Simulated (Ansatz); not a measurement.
# Vanadium, diamond under LDA: from relaxation to bulk modulus

The plan for vanadium in the diamond structure: relax it, solve it on a dense k-mesh, switch on spin-orbit coupling, then scale the cell to 7 volumes from 88 to 112 % of the relaxed one and try a fit of the equation of state. The k-meshes are 10×10×10 for the relaxation; 17×17×17 for the dense run; 11×11×11 for spin-orbit coupling; 17×17×17 for the volumes.

This is V in the diamond structure; at room conditions it is bcc.

Program: Ansatz 0.2.0. Level of theory: DFT LDA (PW92), plane waves (420 eV) with PAW, scalar-relativistic; PAW files made under PBE, frozen cores solved again for the functional. These are calculated values, not measurements.

## 1. The starting structure

Symmetry: Fd-3m, No. 227, cubic system. The conventional cell has a = 5.305 Å, b = 5.305 Å, c = 5.305 Å, α = 90.00°, β = 90.00°, γ = 90.00°. Around V (site symmetry -43m) lie 4 V at 2.30 Å.

Structure file:

```xyz
2
Lattice="0.0000 2.6527 2.6527 2.6527 0.0000 2.6527 2.6527 2.6527 0.0000" Properties=species:S:1:pos:R:3 pbc="T T T"
V     0.6632    0.6632    0.6632
V     4.6422    4.6422    4.6422
```

## 2. Geometry optimisation

input.yaml

```yaml
crystal:
  lattice:
    - [0.0, 2.6526688921, 2.6526688921]
    - [2.6526688921, 0.0, 2.6526688921]
    - [2.6526688921, 2.6526688921, 0.0]
  atoms:
    - { symbol: V, position: [0.125, 0.125, 0.125] }
    - { symbol: V, position: [0.875, 0.875, 0.875] }
hamiltonian:
  xc: lda
  pseudopotentials:
    kind: paw
    azcp:
      V: "pseudopotentials/V.paw.azcp"
basis:
  ecutwfc: 420
  fft_grid_basis: typed
kpoints:
  mp_grid: { grid: [10, 10, 10], shift: [0, 0, 0] }
magnetization:
  spin_polarized: false
scf:
  occupations: { method: fermi_dirac, width: 0.1 }
relax:
  max_steps: 60
  f_tol: 0.01
  cell: {}
output:
  write_density: true
  write_potential: true
  elf: true
  volumetric_format: npy
```

The program printed:

```text
Warning: <dir> the record states the generating functional pbe (its physics header spells it `PBE`), which answers neither for hamiltonian.xc's functional nor for the lda family's — results may be inconsistent (PPs are generated against a specific XC)
Warning: RAYON_NUM_THREADS=2 ignored (pool sized by the plan → 2); use --threads N
Engine: ansatz 0.2.0, aarch64-unknown-linux-gnu
Pseudopotentials: kind: paw
Pseudopotential: V, paw, valence charge 13, recommended cutoff 420 eV (normal), <dir>
Functional definition: SPW92
  exchange = slater_x
  correlation = pw_c
Crystal: 2 atoms, lattice volume = 37.332 Å³
Basis set: ecut = 420 eV, 725 PW (Γ)
Bands: 17, of which v1, the nominal top of the filled ones, is band 13 counted from 1 (12 counted from 0)
Symmetry: 48 space group operations
Space group: Fd-3m (ITA 227), of the structure as read, at distance tolerance 3.3e-5 Å
k-points: 47 of 1000
Non-local potential: V, projectors of the file, l = 0: 3, l = 1: 2, l = 2: 3, l = 3: 1
PAW form: soft (Blöchl's): semilocal exchange-correlation on the pseudo side does not see the compensation charge
PAW frozen core: V, regenerated for the run's functional, and the local potential with it (the file was generated under x = pbe(κ = 0.804, μ = 0.2195149727645171), c = pbe(β = 0.06672455060314922))
PAW one-centre angular grid: V, 590 points (default); XC on 64 Gauss nodes
Initial density: superposition of atomic densities (neutral atoms: chi_scale 0, normalization atom), corrected by the library's trained network
Initial wavefunctions: pseudopotential atomic-orbital guess
Functional: x = slater, c = lda
SCF iter   1: F=—  HF=-5716.047674 eV  |F-HF|=—  |Δ(HF+E_count)|=         —  Δρ=1.22e-2  dr2=3.13e-2  ethr=1.77e-3  ⟨swp⟩=3.2  Hψ=3189  notcnv=0
preconditioner: auto → Kerker (q_TF=auto, 2.569 Å⁻¹)  [metal: Δε(μ)=0.010 eV  Ē_g=2.477 eV  σ=0.100 eV  W_gap=0.02  n_scr=14 (ndim 8)  ℏωp=19.2 eV  f_vac=0.000  D(μ)=5.10/eV (n_scr^D=64)]
SCF iter   2: F=—  HF=-5716.043688 eV  |F-HF|=—  |Δ(HF+E_count)|=   3.99e-3  Δρ=6.03e-3  dr2=7.79e-3  ethr=1.20e-4  ⟨swp⟩=1.0  Hψ=1175  notcnv=0
SCF iter   3: F=—  HF=-5716.043335 eV  |F-HF|=—  |Δ(HF+E_count)|=   3.53e-4  Δρ=1.17e-3  dr2=4.95e-4  ethr=3.00e-5  ⟨swp⟩=2.0  Hψ=956  notcnv=0
SCF iter   4: F=—  HF=-5716.043323 eV  |F-HF|=—  |Δ(HF+E_count)|=   1.16e-5  Δρ=2.88e-4  dr2=2.89e-5  ethr=1.90e-6  ⟨swp⟩=2.0  Hψ=913  notcnv=0
SCF iter   5: F=—  HF=-5716.043318 eV  |F-HF|=—  |Δ(HF+E_count)|=   4.98e-6  Δρ=9.18e-5  dr2=3.59e-6  ethr=1.11e-7  ⟨swp⟩=2.7  Hψ=1428  notcnv=0
SCF iter   6: F=-5716.043318 eV  HF=-5716.043318 eV  |F-HF|=3.53e-8  |Δ(HF+E_count)|=   2.79e-7  Δρ=1.40e-5  dr2=4.59e-8  ethr=3.85e-10  ⟨swp⟩=5.6  Hψ=4672  notcnv=0
SCF 1 converged in 6 iterations: F = -5716.043318 eV  dr2 = 4.59e-8
relax step   1: F+E_penalty+E_count = -5716.04331770 eV  Δ(F+E_penalty+E_count) = +0.000e0 eV  max|allowed force component| = 1.018e-16 eV/Å  Δτ_max = 0.0000 Å  P = -7.607 GPa  Ω = 37.332 Å³  (6 SCF iters, dr2 threshold 1.00e-7 eV, accepted)
Crystal: 2 atoms, lattice volume = 35.474 Å³
Basis set: ecut = 420 eV, 701 PW (Γ)
Initial density: handed on by an earlier stage of this run
Initial wavefunctions: those handed on with the density
iter 1 solved again at ethr=2.63e-5 eV; its pass at ethr=3.10e-3 eV (dr2=6.84e-3 eV) is discarded
SCF iter   1: F=—  HF=-5716.117025 eV  |F-HF|=—  |Δ(HF+E_count)|=         —  Δρ=3.58e-3  dr2=6.83e-3  ethr=2.63e-5  ⟨swp⟩=1.0  Hψ=4982  notcnv=0
preconditioner: auto → Kerker (q_TF=auto, 2.591 Å⁻¹)  [metal: Δε(μ)=0.022 eV  Ē_g=2.602 eV  σ=0.100 eV  W_gap=0.06  n_scr=14 (ndim 8)  ℏωp=19.7 eV  f_vac=0.000  D(μ)=4.62/eV (n_scr^D=64)]
SCF iter   2: F=—  HF=-5716.116337 eV  |F-HF|=—  |Δ(HF+E_count)|=   6.88e-4  Δρ=1.96e-3  dr2=2.48e-3  ethr=2.63e-5  ⟨swp⟩=1.0  Hψ=799  notcnv=0
SCF iter   3: F=—  HF=-5716.115749 eV  |F-HF|=—  |Δ(HF+E_count)|=   5.88e-4  Δρ=5.16e-4  dr2=1.84e-4  ethr=9.53e-6  ⟨swp⟩=2.0  Hψ=935  notcnv=0
SCF iter   4: F=—  HF=-5716.115715 eV  |F-HF|=—  |Δ(HF+E_count)|=   3.39e-5  Δρ=2.15e-4  dr2=1.12e-5  ethr=7.06e-7  ⟨swp⟩=2.0  Hψ=1038  notcnv=0
SCF iter   5: F=—  HF=-5716.115716 eV  |F-HF|=—  |Δ(HF+E_count)|=   1.03e-6  Δρ=3.60e-5  dr2=5.96e-7  ethr=4.29e-8  ⟨swp⟩=2.2  Hψ=1016  notcnv=0
SCF iter   6: F=-5716.115717 eV  HF=-5716.115717 eV  |F-HF|=6.70e-9  |Δ(HF+E_count)|=   1.35e-7  Δρ=8.57e-6  dr2=1.81e-8  ethr=7.69e-10  ⟨swp⟩=6.9  Hψ=4192  notcnv=0
SCF 2 converged in 6 iterations: F = -5716.115717 eV  dr2 = 1.81e-8
relax step   2: F+E_penalty+E_count = -5716.11571654 eV  Δ(F+E_penalty+E_count) = -7.240e-2 eV  max|allowed force component| = 2.405e-16 eV/Å  Δτ_max = 0.0000 Å  P = -4.694 GPa  Ω = 35.474 Å³  energy of the carried Pulay correction = +3.737e-4 eV  (6 SCF iters, dr2 threshold 2.00e-7 eV, accepted)
Crystal: 2 atoms, lattice volume = 32.844 Å³
Basis set: ecut = 420 eV, 645 PW (Γ)
iter 1 solved again at ethr=7.30e-5 eV; its pass at ethr=3.10e-3 eV (dr2=1.90e-2 eV) is discarded
SCF iter   1: F=—  HF=-5716.154056 eV  |F-HF|=—  |Δ(HF+E_count)|=         —  Δρ=6.35e-3  dr2=1.88e-2  ethr=7.30e-5  ⟨swp⟩=1.0  Hψ=4925  notcnv=0
preconditioner: auto → Kerker (q_TF=auto, 2.624 Å⁻¹)  [metal: Δε(μ)=0.029 eV  Ē_g=2.840 eV  σ=0.100 eV  W_gap=0.07  n_scr=14 (ndim 8)  ℏωp=20.5 eV  f_vac=0.000  D(μ)=4.21/eV (n_scr^D=58)]
SCF iter   2: F=—  HF=-5716.152031 eV  |F-HF|=—  |Δ(HF+E_count)|=   2.02e-3  Δρ=3.42e-3  dr2=6.58e-3  ethr=7.22e-5  ⟨swp⟩=2.0  Hψ=897  notcnv=0
SCF iter   3: F=—  HF=-5716.150443 eV  |F-HF|=—  |Δ(HF+E_count)|=   1.59e-3  Δρ=8.68e-4  dr2=4.64e-4  ethr=2.53e-5  ⟨swp⟩=2.0  Hψ=948  notcnv=0
SCF iter   4: F=—  HF=-5716.150356 eV  |F-HF|=—  |Δ(HF+E_count)|=   8.75e-5  Δρ=3.58e-4  dr2=2.82e-5  ethr=1.78e-6  ⟨swp⟩=2.0  Hψ=1049  notcnv=0
SCF iter   5: F=—  HF=-5716.150356 eV  |F-HF|=—  |Δ(HF+E_count)|=   7.46e-7  Δρ=6.26e-5  dr2=1.63e-6  ethr=1.08e-7  ⟨swp⟩=2.4  Hψ=1003  notcnv=0
SCF iter   6: F=-5716.150357 eV  HF=-5716.150357 eV  |F-HF|=1.23e-8  |Δ(HF+E_count)|=   2.93e-7  Δρ=1.38e-5  dr2=4.28e-8  ethr=7.69e-10  ⟨swp⟩=7.0  Hψ=4599  notcnv=0
SCF 3 converged in 6 iterations: F = -5716.150357 eV  dr2 = 4.28e-8
relax step   3: F+E_penalty+E_count = -5716.15035659 eV  Δ(F+E_penalty+E_count) = -3.464e-2 eV  max|allowed force component| = 2.591e-16 eV/Å  Δτ_max = 0.0000 Å  P = +0.871 GPa  Ω = 32.844 Å³  energy of the carried Pulay correction = +9.367e-4 eV  (6 SCF iters, dr2 threshold 2.00e-7 eV, accepted)
Crystal: 2 atoms, lattice volume = 33.229 Å³
iter 1 solved again at ethr=2.38e-6 eV; its pass at ethr=3.10e-3 eV (dr2=6.18e-4 eV) is discarded
SCF iter   1: F=—  HF=-5716.151319 eV  |F-HF|=—  |Δ(HF+E_count)|=         —  Δρ=1.06e-3  dr2=5.22e-4  ethr=2.38e-6  ⟨swp⟩=2.9  Hψ=5055  notcnv=0
preconditioner: auto → Kerker (q_TF=auto, 2.619 Å⁻¹)  [metal: Δε(μ)=0.021 eV  Ē_g=2.817 eV  σ=0.100 eV  W_gap=0.05  n_scr=14 (ndim 8)  ℏωp=20.4 eV  f_vac=0.000  D(μ)=4.30/eV (n_scr^D=58)]
SCF iter   2: F=—  HF=-5716.151269 eV  |F-HF|=—  |Δ(HF+E_count)|=   4.98e-5  Δρ=5.55e-4  dr2=1.76e-4  ethr=2.01e-6  ⟨swp⟩=1.2  Hψ=835  notcnv=0
SCF iter   3: F=—  HF=-5716.151218 eV  |F-HF|=—  |Δ(HF+E_count)|=   5.08e-5  Δρ=1.48e-4  dr2=1.37e-5  ethr=6.75e-7  ⟨swp⟩=1.9  Hψ=915  notcnv=0
SCF iter   4: F=—  HF=-5716.151216 eV  |F-HF|=—  |Δ(HF+E_count)|=   2.90e-6  Δρ=5.88e-5  dr2=7.84e-7  ethr=5.27e-8  ⟨swp⟩=2.0  Hψ=1038  notcnv=0
iter 5 did not close the SCF: its close was put off for the readings that it lacked (scf_convergence_deferred on its scf_iter line)
SCF iter   5: F=-5716.151216 eV  HF=-5716.151216 eV  |F-HF|=3.55e-9  |Δ(HF+E_count)|=   6.24e-8  Δρ=9.88e-6  dr2=3.91e-8  ethr=3.01e-9  ⟨swp⟩=2.6  Hψ=1065  notcnv=0
SCF iter   6: F=-5716.151216 eV  HF=-5716.151216 eV  |F-HF|=4.53e-10  |Δ(HF+E_count)|=   8.88e-9  Δρ=2.25e-6  dr2=1.22e-9  ethr=1.50e-10  ⟨swp⟩=4.8  Hψ=4053  notcnv=0
SCF 4 converged in 6 iterations: F = -5716.151216 eV  dr2 = 1.22e-9
relax step   4: F+E_penalty+E_count = -5716.15121564 eV  Δ(F+E_penalty+E_count) = -8.590e-4 eV  max|allowed force component| = 4.626e-16 eV/Å  Δτ_max = 0.0000 Å  P = -0.077 GPa  Ω = 33.229 Å³  energy of the carried Pulay correction = +8.516e-4 eV  (6 SCF iters, dr2 threshold 2.00e-7 eV, accepted)
Crystal: 2 atoms, lattice volume = 33.198 Å³
iter 1 solved again at ethr=1.52e-8 eV; its pass at ethr=3.10e-3 eV (dr2=3.94e-6 eV) is discarded
SCF iter   1: F=—  HF=-5716.151231 eV  |F-HF|=—  |Δ(HF+E_count)|=         —  Δρ=8.52e-5  dr2=3.37e-6  ethr=1.52e-8  ⟨swp⟩=2.7  Hψ=4939  notcnv=0
preconditioner: auto → Kerker (q_TF=auto, 2.619 Å⁻¹)  [metal: Δε(μ)=0.022 eV  Ē_g=2.817 eV  σ=0.100 eV  W_gap=0.06  n_scr=14 (ndim 8)  ℏωp=20.4 eV  f_vac=0.000  D(μ)=4.29/eV (n_scr^D=58)]
SCF iter   2: F=—  HF=-5716.151231 eV  |F-HF|=—  |Δ(HF+E_count)|=   3.84e-7  Δρ=4.45e-5  dr2=1.13e-6  ethr=1.29e-8  ⟨swp⟩=1.3  Hψ=870  notcnv=0
SCF iter   3: F=—  HF=-5716.151230 eV  |F-HF|=—  |Δ(HF+E_count)|=   2.76e-7  Δρ=1.20e-5  dr2=9.04e-8  ethr=4.33e-9  ⟨swp⟩=1.9  Hψ=899  notcnv=0
iter 4 did not close the SCF: its close was put off for the readings that it lacked (scf_convergence_deferred on its scf_iter line)
SCF iter   4: F=-5716.151230 eV  HF=-5716.151230 eV  |F-HF|=2.15e-10  |Δ(HF+E_count)|=   2.05e-8  Δρ=4.70e-6  dr2=5.06e-9  ethr=3.48e-10  ⟨swp⟩=2.0  Hψ=1033  notcnv=0
iter 5 did not close the SCF: its close was put off for the readings that it lacked (scf_convergence_deferred on its scf_iter line)
SCF iter   5: F=-5716.151230 eV  HF=-5716.151230 eV  |F-HF|=4.37e-11  |Δ(HF+E_count)|=  4.86e-10  Δρ=7.71e-7  dr2=2.26e-10  ethr=1.95e-11  ⟨swp⟩=2.7  Hψ=1145  notcnv=0
SCF iter   6: F=-5716.151230 eV  HF=-5716.151230 eV  |F-HF|=4.55e-12  |Δ(HF+E_count)|=  6.91e-11  Δρ=1.90e-7  dr2=9.01e-12  ethr=1.00e-12  ⟨swp⟩=3.4  Hψ=3359  notcnv=0
SCF 5 converged in 6 iterations: F = -5716.151230 eV  dr2 = 9.01e-12
relax step   5: F+E_penalty+E_count = -5716.15123034 eV  Δ(F+E_penalty+E_count) = -1.471e-5 eV  max|allowed force component| = 1.665e-16 eV/Å  Δτ_max = 0.0000 Å  P = -0.001 GPa  Ω = 33.198 Å³  energy of the carried Pulay correction = +8.585e-4 eV  (6 SCF iters, accepted)
Initial wavefunctions: pseudopotential atomic-orbital guess (no wavefunctions were taken with the density)
iter 1 solved again at ethr=5.72e-8 eV; its pass at ethr=3.10e-3 eV (dr2=1.49e-5 eV) is discarded
SCF iter   1: F=—  HF=-5716.150786 eV  |F-HF|=—  |Δ(HF+E_count)|=         —  Δρ=6.40e-5  dr2=2.18e-7  ethr=5.72e-8  ⟨swp⟩=3.0  Hψ=5329  notcnv=0
preconditioner: auto → Kerker (q_TF=auto, 2.619 Å⁻¹)  [metal: Δε(μ)=0.022 eV  Ē_g=2.818 eV  σ=0.100 eV  W_gap=0.06  n_scr=14 (ndim 8)  ℏωp=20.4 eV  f_vac=0.000  D(μ)=4.29/eV (n_scr^D=58)]
SCF iter   2: F=—  HF=-5716.150788 eV  |F-HF|=—  |Δ(HF+E_count)|=   1.98e-6  Δρ=3.61e-5  dr2=9.00e-8  ethr=8.39e-10  ⟨swp⟩=1.0  Hψ=800  notcnv=0
SCF iter   3: F=—  HF=-5716.150788 eV  |F-HF|=—  |Δ(HF+E_count)|=   1.15e-8  Δρ=1.77e-6  dr2=4.46e-10  ethr=3.46e-10  ⟨swp⟩=1.6  Hψ=1187  notcnv=0
SCF iter   4: F=—  HF=-5716.150788 eV  |F-HF|=—  |Δ(HF+E_count)|=  5.71e-10  Δρ=2.46e-7  dr2=6.46e-12  ethr=1.71e-12  ⟨swp⟩=2.0  Hψ=1378  notcnv=0
iter 5 did not close the SCF: its close was put off for the readings that it lacked (scf_convergence_deferred on its scf_iter line)
SCF iter   5: F=-5716.150788 eV  HF=-5716.150788 eV  |F-HF|=0.00e0  |Δ(HF+E_count)|=  1.39e-10  Δρ=1.42e-7  dr2=4.03e-12  ethr=1.00e-12  ⟨swp⟩=2.0  Hψ=1006  notcnv=0
SCF iter   6: F=-5716.150788 eV  HF=-5716.150788 eV  |F-HF|=0.00e0  |Δ(HF+E_count)|=  9.09e-13  Δρ=1.49e-8  dr2=5.72e-14  ethr=1.00e-12  ⟨swp⟩=3.0  Hψ=2694  notcnv=0
SCF 6 converged in 6 iterations: F = -5716.150788 eV  dr2 = 5.72e-14
relax step   6: F+E_penalty+E_count = -5716.15078813 eV  Δ(F+E_penalty+E_count) = +4.422e-4 eV  max|allowed force component| = 2.961e-16 eV/Å  Δτ_max = 0.0000 Å  P = -0.022 GPa  Ω = 33.198 Å³  stress off target by 2.24e-2 GPa  SCF on the basis re-selected at this cell (its energy is not comparable with the rows above)  (6 SCF iters)
basis re-selected at this cell: Δ(F+E_penalty+E_count) = +4.422e-4 eV, ΔP = -0.021 GPa vs the last step (what re-selecting the basis moved, of the pressure what is left beyond the Pulay correction that the steps carried, after the strain that the cell walked since its last selection, with what the two solves' SCF thresholds leave and, on support functions, any second-order correction that the steps lacked; it is no measure of the basis error at this ecutwfc). The dense FFT grid was sized anew with the basis: this SCF ran on 25×25×25 points, the steps before it on 27×27×27, so part of this shift can come from that change (see relax.cell in the input reference). This SCF's stress stands 2.24e-2 GPa from its target on what of the cell is left free (relax.cell.stress_tol is 5.00e-2 GPa) and its largest allowed force component is 2.96e-16 eV/Å (relax.f_tol is 1.00e-2 eV/Å): within both
SCF converged after 6 iterations
Free energy (F): -5716.150788 eV
Harris-Foulkes:  -5716.150788 eV  (|F-HF|=0.00e0)
Internal energy: -5716.010153 eV  (E = F + TS)
E sigma→0 (E₀):  -5716.080471 eV
Entropy (-TS):   -0.140635 eV (-70.317 meV/atom)
Fermi energy:    12.589738 eV
--- Per-component energies (eV) ---
  E_band       = -381.693051
  E_kinetic    = 678.268496
  E_local      = -2485.419541  (includes V_loc(G=0)·N_el)
  E_nonlocal   = -67.270821
  E_hartree    = 1115.830174
  E_xc         = -256.229353
  E_vxc        = -326.608682  (∫ρ·V_xc dr)
  E_paw        = -2132.396098  (= ΣΔE_a)
  E_vpaw       = -412.323421  (= ΣTr[D̂ρ^β])
  E_aug_tail   = 0.000560  (compensation charges beyond the density's cutoff)
  E_ewald      = -2569.485869
  E_core_change = 0.692300  (= ΣΔE_core)
  E_smearing   = -0.140635  (= −TS)
  E_closure    = -0.000000  (closes the sum)
  Σ components = -5716.150788   (vs F -5716.150788, Δ=0.00e0)
--- Forces (eV/Å), atoms counted from 1 ---
  atom   1  V     -0.00000000    -0.00000000     0.00000000
  atom   2  V      0.00000000     0.00000000    -0.00000000
  max |Σ_I F_I| component: 1.11e-16 eV/Å
--- Stress (GPa, compression-positive) ---
       -0.022442       0.000000       0.000000
        0.000000      -0.022442      -0.000000
        0.000000      -0.000000      -0.022442
  P = ⅓ Tr σ = -0.0224 GPa (-0.224 kbar)
--- Band table (eV; the first three rows and the last of 47) ---
  k-point 0: bands = ["-50.5595", "-49.6379", "-24.9591", "-24.9591", "-24.9591", "-23.8261", "-23.8261", "-23.8261", "7.0650", "11.1820", "11.1820", "11.9534", "11.9534", "11.9534", "14.2451", "14.2451", "14.2451"]
  k-point 1: bands = ["-50.5433", "-49.6554", "-24.9749", "-24.9749", "-24.9611", "-23.8256", "-23.8096", "-23.8096", "7.2666", "11.0846", "11.0846", "11.9604", "12.1225", "12.1225", "14.0388", "14.2207", "14.2207"]
  k-point 2: bands = ["-50.4974", "-49.7045", "-25.0142", "-25.0142", "-24.9675", "-23.8230", "-23.7685", "-23.7685", "7.8415", "10.9776", "10.9776", "12.0171", "12.3501", "12.3501", "13.4738", "14.2488", "14.2488"]
  k-point 46: bands = ["-50.1073", "-50.1073", "-25.2644", "-25.2644", "-24.3914", "-24.3914", "-23.5213", "-23.5213", "9.9009", "9.9009", "12.3244", "12.3244", "13.0962", "13.0962", "13.4289", "13.4289", "16.8965"]
--- Relaxed structure (5 steps of the walk, 5 accepted, 1 SCFs on fresh bases) ---
  F+E_penalty+E_count = -5716.15078813 eV   max|allowed force component| = 2.961e-16 eV/Å   (the final SCF, on the basis selected at the relaxed cell)
  cell:  # Å, volume = 33.1978 Å³
    - [-7.133520846053827e-34, 2.5508972696289343, 2.5508972696289343]
    - [2.5508972696289343, -2.1133851658314596e-33, 2.5508972696289343]
    - [2.5508972696289343, 2.5508972696289343, 1.179100934487245e-33]
  atoms:
    - { symbol: V, position: [0.125, 0.125, 0.125] }
    - { symbol: V, position: [0.8749999999999999, 0.8749999999999999, 0.8749999999999999] }
```

Wall time 4.7 s (2 threads of an Arm CPU, shared host); peak memory 0.32 GiB.

Relaxation path:

```
step  energy change (meV/atom)  largest force (eV/Å)  pressure (GPa)  volume (Å³/atom)
   1                      0.00                0.0000           -7.61            18.666
   2                    -36.20                0.0000           -4.69            17.737
   3                    -53.52                0.0000            0.87            16.422
   4                    -53.95                0.0000           -0.08            16.615
   5                    -53.96                0.0000            0.00            16.599
   6                    -53.74                0.0000           -0.02            16.599
```

Steps that repeat a cell are solved on a basis chosen anew, so their changes of energy are no gain of the relaxation.

Changes in the cell that was computed:

|  | before | after | change |
| --- | --- | --- | --- |
| a (Å) | 3.751 | 3.608 | -3.8 % |
| b (Å) | 3.751 | 3.608 | -3.8 % |
| c (Å) | 3.751 | 3.608 | -3.8 % |
| volume (Å³/atom) | 18.666 | 16.599 | -11.1 % |
| shortest distance (Å) | 2.297 | 2.209 | -3.8 % |
| space group (spins left aside) | Fd-3m | Fd-3m | same |

## 3. Single point on a dense mesh

input.yaml

```yaml
crystal:
  lattice:
    - [0.0, 2.5508972696, 2.5508972696]
    - [2.5508972696, 0.0, 2.5508972696]
    - [2.5508972696, 2.5508972696, 0.0]
  atoms:
    - { symbol: V, position: [0.125, 0.125, 0.125] }
    - { symbol: V, position: [0.875, 0.875, 0.875] }
hamiltonian:
  xc: lda
  pseudopotentials:
    kind: paw
    azcp:
      V: "pseudopotentials/V.paw.azcp"
basis:
  ecutwfc: 420
  fft_grid_basis: typed
kpoints:
  mp_grid: { grid: [17, 17, 17], shift: [0, 0, 0] }
magnetization:
  spin_polarized: false
scf:
  occupations: { method: fermi_dirac, width: 0.1 }
output:
  write_density: true
  write_potential: true
  elf: true
  volumetric_format: npy
```

The program printed (excerpt; [...] marks lines left out):

```text
Warning: <dir> the record states the generating functional pbe (its physics header spells it `PBE`), which answers neither for hamiltonian.xc's functional nor for the lda family's — results may be inconsistent (PPs are generated against a specific XC)
Warning: RAYON_NUM_THREADS=2 ignored (pool sized by the plan → 2); use --threads N
[...]
Pseudopotentials: kind: paw
Pseudopotential: V, paw, valence charge 13, recommended cutoff 420 eV (normal), <dir>
Functional definition: SPW92
[...]
Crystal: 2 atoms, lattice volume = 33.198 Å³
Basis set: ecut = 420 eV, 645 PW (Γ)
Bands: 17, of which v1, the nominal top of the filled ones, is band 13 counted from 1 (12 counted from 0)
Symmetry: 48 space group operations
Space group: Fd-3m (ITA 227), of the structure as read, at distance tolerance 3.2e-5 Å
k-points: 165 of 4913
[...]
SCF iter   1: F=—  HF=-5716.158021 eV  |F-HF|=—  |Δ(HF+E_count)|=         —  Δρ=1.39e-2  dr2=3.27e-2  ethr=1.77e-3  ⟨swp⟩=3.2  Hψ=11197  notcnv=0
[...]
SCF iter   6: F=-5716.151956 eV  HF=-5716.151956 eV  |F-HF|=2.37e-8  |Δ(HF+E_count)|=   2.59e-7  Δρ=1.17e-5  dr2=2.93e-8  ethr=3.85e-10  ⟨swp⟩=1.3  Hψ=7080  notcnv=0
[...]
SCF converged after 6 iterations
Free energy (F): -5716.151956 eV
[...]
E sigma→0 (E₀):  -5716.082957 eV
Entropy (-TS):   -0.137998 eV (-68.999 meV/atom)
Fermi energy:    12.586353 eV
[...]
--- Band table (eV; the first three rows and the last of 165) ---
  k-point 0: bands = ["-50.5610", "-49.6395", "-24.9605", "-24.9605", "-24.9605", "-23.8275", "-23.8275", "-23.8275", "7.0650", "11.1812", "11.1812", "11.9524", "11.9524", "11.9524", "14.2441", "14.2441", "14.2441"]
[...]
```

Run time: 2.2 s. Hardware: 2 threads of an Arm CPU, shared host; peak memory 0.35 GiB.

Axes a, b and c in the maps are those of this run's conventional cell (a, b, c = 5.102, 5.102, 5.102 Å).

Density in a lattice plane of the grid's cell (edges 5.10 and 5.10 Å, at 0.125 of the third edge), which holds V.

Ten even steps from '0' (0.07 e/Å³) to '9' (14.80 e/Å³):
```
000000000000000000000000
000000000000000000000000
000000000000000000000000
000000000000000000000000
000000000000001211000000
000000000000124542100000
000000000000148984100000
000000000000148984100000
000000000000124542100000
000000000000001110000000
000000000000000000000000
000000000000000000000000
000000000000000000000000
000000000000000000000000
001211000000000000000000
124542100000000000000000
148984100000000000000000
148984100000000000000000
124542100000000000000000
001110000000000000000000
```
Columns run along the first of these edges and rows up along the second, over one cell in 24 and 20 even steps from the bottom left corner. Atoms in the plane (fractional): V at (0.12, 0.12), V at (0.62, 0.62).

ELF in the same plane.

Ten even steps from '0' (0.15) to '9' (0.74):
```
001110011111122222111111
110001111111121112111111
222122111111100000111111
122222111111000100011111
111111111110146654101111
110001122100489998410122
110001122101699999610122
110001122101699999610122
110001122100489998410122
111111111110146664101111
122222111111001110011111
121112111111110001111111
100000111111222122111111
000100011111122222111111
146654101111111111111110
489998410122110001122100
699999610122110001122101
699999610122110001122101
489998410122110001122100
146664101111111111111110
```
Columns run along the first of these edges and rows up along the second, over one cell in 24 and 20 even steps from the bottom left corner. Atoms in the plane (fractional): V at (0.12, 0.12), V at (0.62, 0.62).

Both are smooth fields of the valence electrons: close to the nuclei they are not physical.

[end of part 1 of 2]
